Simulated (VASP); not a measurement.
Wanted: the native input for a VASP 6.6.1 run.

| Quantity | Value |
| --- | --- |
| Task | single point |
| Functional | PBE |
| Potentials or basis | VASP PAW PBE potentials, release 64 (Mo_sv, S) |
| Cutoff | 520 eV |
| k mesh | 6 × 6 × 6 |
| Occupations | gaussian, width 0.05 eV |
| Spin | collinear spin, ferromagnetic start |
| Starting moments | [1.0, 0.0, 0.0] μB |
| Fixed moment | 3 μB |
| Hubbard terms | Mo d U = 2 eV |
| Further INCAR settings | ALGO = Normal; EDIFF = 1e-06; NBANDS = 24 |

The structure of MoS2 lies in POSCAR:

```
MoS2
1.0
    0.0000000000      2.9959514200      2.9959514200
    2.9959514200      0.0000000000      2.9959514200
    2.9959514200      2.9959514200      0.0000000000
Mo S
1 2
Direct
    0.0000000000      0.0000000000      0.0000000000
    0.2500000000      0.2500000000      0.2500000000
    0.7500000000      0.7500000000      0.7500000000
```

Measurements of this composition are mostly on another form, of space group No. 194.

One way to write it, as run:

INCAR

```
SYSTEM = MoS2
ALGO = Normal
EDIFF = 1E-6
ENCUT = 520
GGA = PE
ISIF = 2
ISMEAR = 0
ISPIN = 2
LASPH = .TRUE.
LCHARG = .FALSE.
LDAU = .TRUE.
LDAUJ = 0 0
LDAUL = 2 -1
LDAUPRINT = 1
LDAUTYPE = 2
LDAUU = 2 0
LMAXMIX = 4
LORBIT = 11
LREAL = .FALSE.
LWAVE = .FALSE.
MAGMOM = 1 0 0
NBANDS = 24
NELM = 100
NUPDOWN = 3
PREC = Accurate
SIGMA = 0.05
```

KPOINTS

```
k-points
0
G
  6 6 6
  0 0 0
```

Potentials or basis: VASP PAW PBE potentials, release 64 (Mo_sv, S).

Command:

```console
$ cat potpaw_PBE.64/Mo_sv/POTCAR potpaw_PBE.64/S/POTCAR > POTCAR
$ mpirun -np 1 vasp_std > vasp.out
```

It gave:

```
Pressure                                              : 5.1 GPa
Net moment                                            : 3.00 μB per cell
Site moments                                          : Mo +2.35; S +0.09 μB
Valence electrons inside the program's atomic spheres : Mo 12.16; S 3.69
```

Caveat: the moment is held away from its start; the total moment is fixed, so each spin has its own Fermi level.

It took 18 s on 1 thread of Intel(R) Xeon(R) 6975P-C (Granite Rapids) (shared host), peak memory 0.21 GiB.
